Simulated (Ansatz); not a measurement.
## How settings move the results for ZnCu

```xyz
2
Lattice="2.9206 0.0000 0.0000 0.0000 2.9206 0.0000 0.0000 0.0000 2.9206" Properties=species:S:1:pos:R:3 pbc="T T T"
Zn    1.4603    1.4603    1.4603
Cu    0.0000    0.0000    0.0000
```

Atoms are numbered in the order listed.

Structure from Materials Project entry mp-987 (possibly hypothetical), not relaxed further.

These are results of DFT, r2SCAN, PAW with Ansatz's default frozen-core files, scalar-relativistic in Ansatz 0.2.0, not measurements.

The runs use a Γ-centred 12×12×12 k mesh, Fermi–Dirac smearing of 0.05 eV, cutoff 500 eV, no spin polarisation; the PAW files were made with PBE, and the program remakes their frozen cores for this functional. One setting is then changed at a time.

```
         k mesh  free energy less the base's (meV/atom)  P (GPa)
12×12×12 (base)                                     0.0    -0.08
          4×4×4                                   -35.9    -1.08
          6×6×6                                    41.7     0.25
          9×9×9                                     6.1     0.01
       17×17×17                                    -1.8    -0.25
```
